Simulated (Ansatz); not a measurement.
Set up this calculation in Ansatz 0.2.0, as the native input.

| Property | Result |
| --- | --- |
| Task | single point |
| Functional | PBE |
| Potentials or basis | Ansatz PAW |
| Cutoff | 600 eV |
| Density cutoff | 2400 eV |
| k mesh | 6 × 6 × 6 |
| Occupations | fermi-dirac, width 0.05 eV |
| Spin | collinear spin, ferromagnetic start |
| Starting moments | [3.0, 3.0, 3.0, 3.0, 0.0, 0.0, 0.0, 0.0] μB |

The system is FeSi.

```
CELL_PARAMETERS angstrom
4.46700 0.00000 0.00000
0.00000 4.46700 0.00000
0.00000 0.00000 4.46700
ATOMIC_POSITIONS crystal
Fe 0.14217 0.14174 0.13966
Fe 0.37417 0.87374 0.63966
Fe 0.64217 0.37374 0.87166
Fe 0.87417 0.64174 0.37166
Si 0.85267 0.85224 0.85016
Si 0.66367 0.16324 0.35016
Si 0.35267 0.66324 0.16116
Si 0.09833 0.29034 0.61589
```

These files were run (other wordings do the same):

input.yaml

```yaml
crystal:
  lattice:
    - [4.467, 0.0, 0.0]
    - [0.0, 4.467, 0.0]
    - [0.0, 0.0, 4.467]
  atoms:
    - { symbol: Fe, position: [0.14216657, 0.14173709, 0.13965789], spin: 3.0 }
    - { symbol: Fe, position: [0.37416657, 0.87373709, 0.63965789], spin: 3.0 }
    - { symbol: Fe, position: [0.64216657, 0.37373709, 0.87165789], spin: 3.0 }
    - { symbol: Fe, position: [0.87416657, 0.64173709, 0.37165789], spin: 3.0 }
    - { symbol: Si, position: [0.85266657, 0.85223709, 0.85015789] }
    - { symbol: Si, position: [0.66366657, 0.16323709, 0.35015789] }
    - { symbol: Si, position: [0.35266657, 0.66323709, 0.16115789] }
    - { symbol: Si, position: [0.09833403, 0.29034036, 0.61589477] }
hamiltonian:
  xc: pbe
  pseudopotentials: { kind: paw }
magnetization:
  spin_polarized: true
kpoints:
  mp_grid: { grid: [6, 6, 6] }
scf:
  occupations: { method: fermi_dirac, width: 0.05 }
basis:
  ecutwfc: "600 eV"
output:
  forces: true
  stress: true
  eigenvalues: true
  write_density: true
  write_potential: true
  elf: true
  volumetric_format: npy
```

Potentials or basis: Ansatz PAW.

Launch:

```bash
$ ansatz run input.yaml --threads 4 --pin off --max-ram 11264MiB --backend cpu --events-out ev --progress --plain --runs-dir out
```

Results of the run:

| Property | Result |
| --- | --- |
| Pressure | 2.0 GPa |
| Largest force | 3.921 eV/Å |
| Band gap on the k mesh | none (metal or under the smearing width) |
| Net moment | 0.96 μB per cell |
| Absolute moment | 1.23 μB per cell |
| Site moments | Fe +0.16, +0.27, +0.48, +0.15; Si -0.01 μB |

Caveat: forces of over 1 eV/Å show positions far from the minimum, so gaps and moduli don't describe the material at rest; the starting moments weren't kept.

It took 3.1 min on 4 threads of Arm Neoverse V1, with other jobs on the host, peak memory 1.4 GiB.
